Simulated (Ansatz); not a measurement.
## MgTe: Born charges and dielectric tensor with PBE

The system is MgTe.

```
CELL_PARAMETERS angstrom
0.00000 3.23200 3.23200
3.23200 0.00000 3.23200
3.23200 3.23200 0.00000
ATOMIC_POSITIONS crystal
Te 0.25000 0.25000 0.25000
Mg 0.00000 0.00000 0.00000
```

The cell comes from a database or a generator and needn't be the stable form of this composition.

- Program: Ansatz 0.2.0
- Task: Born charges and dielectric tensor
- Functional: PBE
- Potentials or basis: Ansatz PAW
- Cutoff: 420 eV (not typed: the program's choice for these potentials)
- k mesh: 7 × 7 × 7
- Occupations: fixed
- Spin: no spin polarisation

* Band gap on the k mesh: 2.42 eV, direct
* Electronic dielectric tensor (diagonal): 5.51
* Born charges (mean of the diagonal): Te -1.92; Mg +1.92 e

Levels at points of the mesh, in eV from the valence-band top:
```csv
k point,band 11,band 12,band 13,band 14,band 15,band 16
"(0.00, 0.00, 0.00)",0.00,0.00,0.00,2.42,5.47,5.47
```

Electronic dielectric tensor:
```
5.51 0.00 0.00
0.00 5.51 0.00
0.00 0.00 5.51
```

Born effective charge tensors (e):
atom 1, Te
```
-1.92  0.00  0.00
 0.00 -1.92  0.00
 0.00  0.00 -1.92
```
atom 2, Mg
```
1.92 0.00 0.00
0.00 1.92 0.00
0.00 0.00 1.92
```

Wall time 28 s on 2 threads of Arm Neoverse V2 (shared host), peak memory 0.55 GiB.

Caveat: odd divisions of the mesh miss points on the zone boundary, where band edges often lie, so the gap on the mesh can be too wide; spin-orbit coupling is left out, which moves the levels of the heavy elements. PBE gaps usually lie below the measured ones, often by a third to a half.
